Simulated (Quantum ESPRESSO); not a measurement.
# HfN (F-43m) in Quantum ESPRESSO: notebook, part 3 of 4

Quantum ESPRESSO 7.5. Earlier steps stand in the parts before.

## Step 5: Phonons, LDA, target pressure 8 GPa, at which the enthalpy is minimised

pw.in reads:

```
&CONTROL
  calculation = 'scf'
  prefix = 'pwscf'
  outdir = './tmp'
  pseudo_dir = './pseudo'
  tprnfor = .true.
  tstress = .true.
  disk_io = 'low'
/
&SYSTEM
  ibrav = 0
  nat = 2
  ntyp = 2
  ecutwfc = 45
  ecutrho = 360
  nbnd = 15
  occupations = 'smearing'
  smearing = 'mv'
  degauss = 0.01469973
/
&ELECTRONS
  conv_thr = 4d-10
  electron_maxstep = 120
  mixing_beta = 0.5
/
ATOMIC_SPECIES
Hf   178.4900 hf_lda_v1.uspp.F.UPF
N     14.0070 n_lda_v1.2.uspp.F.UPF
CELL_PARAMETERS bohr
   0.0000000000    4.6389412647    4.6389412647
   4.6389412647    0.0000000000    4.6389412647
   4.6389412647    4.6389412647    0.0000000000
ATOMIC_POSITIONS bohr
Hf     0.0000000000    0.0000000000    0.0000000000
N      2.3194706324    2.3194706324    2.3194706324
K_POINTS automatic
9 9 9 0 0 0
```

relax.in reads:

```
&CONTROL
  calculation = 'vc-relax'
  prefix = 'pwscf'
  outdir = './tmp'
  pseudo_dir = './pseudo'
  tprnfor = .true.
  tstress = .true.
  disk_io = 'low'
  nstep = 40
  forc_conv_thr = 0.0001
  etot_conv_thr = 1d-06
/
&SYSTEM
  ibrav = 0
  nat = 2
  ntyp = 2
  ecutwfc = 45
  ecutrho = 360
  nbnd = 15
  occupations = 'smearing'
  smearing = 'mv'
  degauss = 0.01469973
/
&ELECTRONS
  conv_thr = 4d-10
  electron_maxstep = 120
  mixing_beta = 0.5
/
&IONS
  ion_dynamics = 'bfgs'
/
&CELL
  cell_dynamics = 'bfgs'
  press = 80
  press_conv_thr = 0.2
/
ATOMIC_SPECIES
Hf   178.4900 hf_lda_v1.uspp.F.UPF
N     14.0070 n_lda_v1.2.uspp.F.UPF
CELL_PARAMETERS bohr
   0.0000000000    4.6389412647    4.6389412647
   4.6389412647    0.0000000000    4.6389412647
   4.6389412647    4.6389412647    0.0000000000
ATOMIC_POSITIONS bohr
Hf     0.0000000000    0.0000000000    0.0000000000
N      2.3194706324    2.3194706324    2.3194706324
K_POINTS automatic
9 9 9 0 0 0
```

scf2.in reads:

```
&CONTROL
  calculation = 'scf'
  prefix = 'pwscf'
  outdir = './tmp'
  pseudo_dir = './pseudo'
  tprnfor = .true.
  tstress = .true.
  disk_io = 'low'
/
&SYSTEM
  ibrav = 0
  nat = 2
  ntyp = 2
  ecutwfc = 45
  ecutrho = 360
  nbnd = 15
  occupations = 'smearing'
  smearing = 'mv'
  degauss = 0.01469973
/
&ELECTRONS
  conv_thr = 1d-13
  electron_maxstep = 120
  mixing_beta = 0.5
  startingpot = 'file'
  startingwfc = 'file'
/
ATOMIC_SPECIES
Hf   178.4900 hf_lda_v1.uspp.F.UPF
N     14.0070 n_lda_v1.2.uspp.F.UPF
CELL_PARAMETERS bohr
   0.0000000000    4.5132492792    4.5132492792
   4.5132492792    0.0000000000    4.5132492792
   4.5132492792    4.5132492792    0.0000000000
ATOMIC_POSITIONS bohr
Hf     0.0000000000    0.0000000000    0.0000000000
N      2.2566246396    2.2566246396    2.2566246396
K_POINTS automatic
9 9 9 0 0 0
```

ph.in reads:

```
phonons of HfN
&INPUTPH
  prefix = 'pwscf'
  outdir = './tmp'
  tr2_ph = 1d-18
  fildyn = 'dyn'
  niter_ph = 90
  alpha_mix(1) = 0.4
/
0.0000000000 0.0000000000 0.0000000000
```

dynmat.in reads:

```
&INPUT
  fildyn = 'dyn'
  asr = 'crystal'
  filout = 'dynmat.disp'
  fileig = 'dynmat.eig'
/
```

Potentials or basis: GBRV 1.5 LDA.

On the command line:

```
OMP_NUM_THREADS=1 pw.x -in pw.in > pw.out
OMP_NUM_THREADS=1 pw.x -in relax.in > relax.out
OMP_NUM_THREADS=1 pw.x -in scf2.in > scf2.out
OMP_NUM_THREADS=1 ph.x -in ph.in > ph.out
OMP_NUM_THREADS=1 dynmat.x -in dynmat.in > dynmat.out
```

pw.out:

```text
This program is part of the open-source Quantum ESPRESSO suite
     for quantum simulation of materials; please cite
[... 9 lines left out ...]
     --------------------
     sticks:   dense  smooth     PW     G-vecs:    dense   smooth      PW
     Sum        1069     535    163                23049     8099    1459

     Using Slab Decomposition

     bravais-lattice index     =            0
     lattice parameter (alat)  =       6.5605  a.u.
     unit-cell volume          =     199.6580 (a.u.)^3
     number of atoms/cell      =            2
     number of atomic types    =            2
     number of electrons       =        17.00
     number of Kohn-Sham states=           15
     kinetic-energy cutoff     =      45.0000  Ry
     charge density cutoff     =     360.0000  Ry
     scf convergence threshold =      4.0E-10
     mixing beta               =       0.5000
     number of iterations used =            8  plain     mixing
     Exchange-correlation= SLA  PZ   NOGX NOGC
                           (   1   1   0   0   0   0   0)

     celldm(1)=   6.560454  celldm(2)=   0.000000  celldm(3)=   0.000000
     celldm(4)=   0.000000  celldm(5)=   0.000000  celldm(6)=   0.000000

     crystal axes: (cart. coord. in units of alat)
               a(1) = (   0.000000   0.707107   0.707107 )
               a(2) = (   0.707107   0.000000   0.707107 )
               a(3) = (   0.707107   0.707107   0.000000 )

     reciprocal axes: (cart. coord. in units 2 pi/alat)
               b(1) = ( -0.707107  0.707107  0.707107 )
               b(2) = (  0.707107 -0.707107  0.707107 )
               b(3) = (  0.707107  0.707107 -0.707107 )

     PseudoPot. # 1 for Hf read from file:
     hf_lda_v1.uspp.F.UPF
     Pseudo is Ultrasoft + core correction, Zval = 12.0
     Generated by new atomic code, or converted to UPF format
     Using radial grid of  921 points,  8 beta functions with:
                l(1) =   0
                l(2) =   0
                l(3) =   0
                l(4) =   1
                l(5) =   1
                l(6) =   2
                l(7) =   2
                l(8) =   3
     Q(r) pseudized with  6 coefficients,  rinner =    1.200   1.200   1.200
                                                       1.200   1.200   1.200
                                                       1.200

     PseudoPot. # 2 for N  read from file:
     n_lda_v1.2.uspp.F.UPF
     Pseudo is Ultrasoft + core correction, Zval =  5.0
     Generated by new atomic code, or converted to UPF format
     Using radial grid of  729 points,  4 beta functions with:
                l(1) =   0
                l(2) =   0
                l(3) =   1
                l(4) =   1
     Q(r) pseudized with  8 coefficients,  rinner =    0.900   0.900   0.900

     atomic species   valence    mass     pseudopotential
     Hf               12.00   178.49000     Hf( 1.00)
     N                 5.00    14.00700     N ( 1.00)

     24 Sym. Ops. (no inversion) found

   Cartesian axes

     site n.     atom                  positions (alat units)
         1        Hf     tau(   1) = (   0.0000000   0.0000000   0.0000000  )
         2        N      tau(   2) = (   0.3535534   0.3535534   0.3535534  )

     number of k points=    35  Marzari-Vanderbilt smearing, width (Ry)=  0.0147
                       cart. coord. in units 2pi/alat
        k(    1) = (   0.0000000   0.0000000   0.0000000), wk =   0.0027435
        k(    2) = (   0.0785674   0.0785674  -0.0785674), wk =   0.0219479
        k(    3) = (   0.1571348   0.1571348  -0.1571348), wk =   0.0219479
        k(    4) = (   0.2357023   0.2357023  -0.2357023), wk =   0.0219479
        k(    5) = (   0.3142697   0.3142697  -0.3142697), wk =   0.0219479
        k(    6) = (   0.1571348   0.0000000  -0.0000000), wk =   0.0164609
[... 27 lines left out ...]
        k(   34) = (  -0.0000000  -0.4714045   0.6285394), wk =   0.0658436
        k(   35) = (  -0.0785674  -0.3928371   0.7071068), wk =   0.0658436

     Dense  grid:    23049 G-vectors     FFT dimensions: (  40,  40,  40)

     Smooth grid:     8099 G-vectors     FFT dimensions: (  30,  30,  30)

     Check: negative core charge=   -0.000001

     Initial potential from superposition of free atoms

     starting charge      15.0000, renormalised to      17.0000

     negative rho (up, down):  1.200E-01 0.000E+00
     Starting wfcs are   17 randomized atomic wfcs

     Self-consistent Calculation

     iteration #  1     ecut=    45.00 Ry     beta= 0.50
     Davidson diagonalization with overlap
     ethr =  1.00E-02,  avg # of iterations =  2.9

     negative rho (up, down):  1.109E-01 0.000E+00
[... 76 lines left out ...]
     iteration # 10     ecut=    45.00 Ry     beta= 0.50
     Davidson diagonalization with overlap
     ethr =  2.55E-11,  avg # of iterations =  2.0

     negative rho (up, down):  1.120E-01 0.000E+00

     End of self-consistent calculation

          k = 0.0000 0.0000 0.0000 (   965 PWs)   bands (ev):

   -48.8253 -17.4102 -17.4102 -17.4102  -2.3408   8.1248   8.1248   8.1248
    12.9416  15.7270  15.7270  20.1283  20.1283  20.1283  26.8240

          k = 0.0786 0.0786-0.0786 (   995 PWs)   bands (ev):
[... 146 lines left out ...]
   -48.7994 -17.8011 -17.6525 -17.5314  -0.9234   7.9440   8.4674   9.5890
    12.8678  15.2385  16.5301  19.2803  19.8144  21.5726  23.7248

          k = 0.0000-0.3143 0.4714 (  1019 PWs)   bands (ev):

   -48.8017 -17.7840 -17.6288 -17.5069  -1.0363   7.8651   8.3867   9.3323
    13.5620  14.9955  16.5980  19.4065  20.0896  20.6885  23.2345

          k =-0.0786-0.5500 0.7071 (  1017 PWs)   bands (ev):
[... 11 lines left out ...]
   -48.7982 -17.7943 -17.6608 -17.5647  -0.8577   7.8308   8.5255   9.9353
    12.4703  14.9685  16.9997  18.7834  20.0034  22.7577  24.2295

     the Fermi energy is    13.5935 ev

!    total energy              =    -178.96540309 Ry
     estimated scf accuracy    <          2.9E-11 Ry
     smearing contrib. (-TS)   =      -0.00006193 Ry
     internal energy E=F+TS    =    -178.96534116 Ry

     The total energy is F=E-TS. E is the sum of the following terms:
     one-electron contribution =     -24.14207727 Ry
     hartree contribution      =      19.72743336 Ry
     xc contribution           =     -80.66354098 Ry
     ewald contribution        =     -93.88715627 Ry

     convergence has been achieved in  10 iterations

     negative rho (up, down):  1.120E-01 0.000E+00

     Forces acting on atoms (cartesian axes, Ry/au):

     atom    1 type  1   force =    -0.00000000   -0.00000000   -0.00000000
     atom    2 type  2   force =     0.00000000    0.00000000    0.00000000

     Total force =     0.000000     Total SCF correction =     0.000000

     Computing stress (Cartesian axis) and pressure

     negative rho (up, down):  1.120E-01 0.000E+00
          total   stress  (Ry/bohr**3)                   (kbar)     P=      -96.41
  -0.00065535  -0.00000000  -0.00000000          -96.41       -0.00       -0.00
   0.00000000  -0.00065535   0.00000000            0.00      -96.41        0.00
  -0.00000000   0.00000000  -0.00065535           -0.00        0.00      -96.41

=------------------------------------------------------------------------------=
   JOB DONE.
=------------------------------------------------------------------------------=
```

relax.out:

```text
This program is part of the open-source Quantum ESPRESSO suite
     for quantum simulation of materials; please cite
[... 9 lines left out ...]
     --------------------
     sticks:   dense  smooth     PW     G-vecs:    dense   smooth      PW
     Sum        1069     535    163                23049     8099    1459
[... 2059 lines left out ...]
   0.00053761   0.00000000   0.00000000           79.08        0.00        0.00
   0.00000000   0.00053761   0.00000000            0.00       79.08        0.00
   0.00000000   0.00000000   0.00053761            0.00        0.00       79.08

=------------------------------------------------------------------------------=
   JOB DONE.
=------------------------------------------------------------------------------=
```

Run time: 92 s. Hardware: 1 thread of AMD EPYC 9R45 (Zen 5), shared host; peak memory 0.21 GiB.

What came out:

* Free energy: -2434.9656 eV
* Relaxed volume: 13.62 Å³/atom
* Relaxed cell: a = 3.378 Å, b = 3.378 Å, c = 3.378 Å, α = 60.00°, β = 60.00°, γ = 60.00°
* Space group after relaxing (to 0.05 Å): F-43m (No. 216)
* Pressure after relaxing: 7.9 GPa
* Band gap on the k mesh: none (metal or under the smearing width)
* Highest phonon frequency at Γ: 564 cm⁻¹

The path:
| step | energy change (eV) | largest force (eV/Å) | pressure (GPa) | volume (Å³) |
| --- | --- | --- | --- | --- |
| 1 | 0.0000 | 0.0000 | -9.64 | 29.59 |
| 2 | -0.0069 | 0.0000 | 10.29 | 27.00 |
| 3 | -0.0224 | 0.0000 | 7.70 | 27.28 |
| 4 | -0.0208 | 0.0000 | 8.00 | 27.25 |
| 5 | -0.0208 | 0.0000 | 8.00 | 27.25 |

Final structure:
```
Hf N
1.0
     0.00000    2.38831    2.38831
     2.38831    0.00000    2.38831
     2.38831    2.38831    0.00000
Hf N
1 1
Cartesian
  0.0000 0.0000 0.0000
  1.1942 1.1942 1.1942
```

Phonon frequencies in cm⁻¹ (negative: imaginary):
```tsv
q point	frequencies
(0.000, 0.000, 0.000)	-6 -6 -6 564 564 564
```

Optical modes at Γ, degenerate ones joined:
| cm⁻¹ | components | symmetry | active in |
| --- | --- | --- | --- |
| 564 | 3 | T2 | IR and Raman |

Caveat: the cell is more than 3 GPa from zero pressure, which shifts response properties.

(Part 3 of 4 ends here.)
